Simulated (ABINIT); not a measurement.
The system is MnS.

```
CELL_PARAMETERS angstrom
0.00000 2.60450 2.60450
2.60450 0.00000 2.60450
2.60450 2.60450 0.00000
ATOMIC_POSITIONS crystal
Mn 0.00000 0.00000 0.00000
S 0.50000 0.50000 0.50000
```

Base run:

* Program: ABINIT 10.8.3 (patched build)
* Functional: LDA
* Potentials or basis: JTH PAW LDA v2.0
* Cutoff: 544 eV
* k mesh: 7 × 7 × 7
* Occupations: fermi-dirac, width 0.05 eV
* Spin: collinear spin, ferromagnetic start
* Starting moments: [4.0, 0.0] μB

Its results: band gap on the k mesh none (metal or under the smearing width); net moment 4.57 μB per cell; site moments Mn +4.01; S +0.11 μB.

Question: After a change of settings the same cell gave: band gap on the k mesh none (metal or under the smearing width); net moment 4.69 μB per cell; site moments Mn +4.12; S +0.11 μB. Which change was it?
A. k mesh from 7 × 7 × 7 to 5 × 5 × 5
B. k mesh from 7 × 7 × 7 to 4 × 4 × 4
C. functional from LDA to PBE; potentials or basis from JTH PAW LDA v2.0 to JTH PAW PBE v2.0
D. functional from LDA to LDA-PZ; k mesh from 7 × 7 × 7 to 9 × 9 × 9

Answer: C.

Caveats: a cell with one magnetic atom can't hold antiferromagnetic order, which such compounds often take; semilocal functionals often make such compounds metallic where correlation or magnetic order opens a gap, which also shifts bond lengths.
